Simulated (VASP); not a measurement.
A run of VASP 6.6.1:

File INCAR:

```
SYSTEM = Al
ALGO     = Fast           ! electronic algorithm
DIPOL    = 0.5 0.5 0.500
EDIFF    = 1E-6           ! SCF threshold, eV
EDIFFG   = -0.02          ! ionic threshold
ENCUT    = 600            ! plane-wave cutoff, eV
GGA      = PE             ! functional
IBRION   = 2              ! ionic algorithm
IDIPOL   = 3            
ISIF     = 2              ! what is computed and relaxed
ISMEAR   = -1             ! smearing method
LASPH    = .True.         ! aspherical terms in the spheres
LCHARG   = .False.        ! write CHGCAR
LDIPOL   = .True.       
LREAL    = .False.        ! projectors in reciprocal space
LWAVE    = .False.        ! write WAVECAR
NELM     = 100            ! most SCF steps
NSW      = 60             ! ionic steps
PREC     = Accurate       ! precision mode
SIGMA    = 0.05           ! smearing width, eV
```

File KPOINTS:

```
k-points
0
Gamma
  8 8 1
  0 0 0
```

POSCAR

```
Al
1.0
    2.8270770242      0.0000000000      0.0000000000
   -1.4135385121      2.4483205214      0.0000000000
    0.0000000000      0.0000000000     26.4824913375
Al
6
Selective dynamics
Direct
    0.6666666700      0.3333333400      0.2832059833  F F F
    0.0000000000      0.0000000000      0.3699235900  F F F
    0.3333333300      0.6666666600      0.4566411967  F F F
    0.0000000000      0.0000000000      0.5433588033  T T T
    0.6666666700      0.3333333400      0.6300764100  T T T
    0.0000000000      0.0000000000      0.7167940167  T T T
```

Potentials or basis: VASP PAW PBE potentials, release 64 (Al).

The run is started by

```bash
$ cat potpaw_PBE.64/Al/POTCAR > POTCAR
$ mpirun -np 1 vasp_std > vasp.out
```

Hardware: 1 thread of Intel(R) Xeon(R) Platinum 8488C (Sapphire Rapids), on a shared host.

Estimate the wall time of this run.

Run time: 4.3 min on 1 thread of Intel(R) Xeon(R) Platinum 8488C (Sapphire Rapids), on a shared host, peak memory 0.34 GiB. Counts: scf iterations 114, k points 10, ion steps 11.
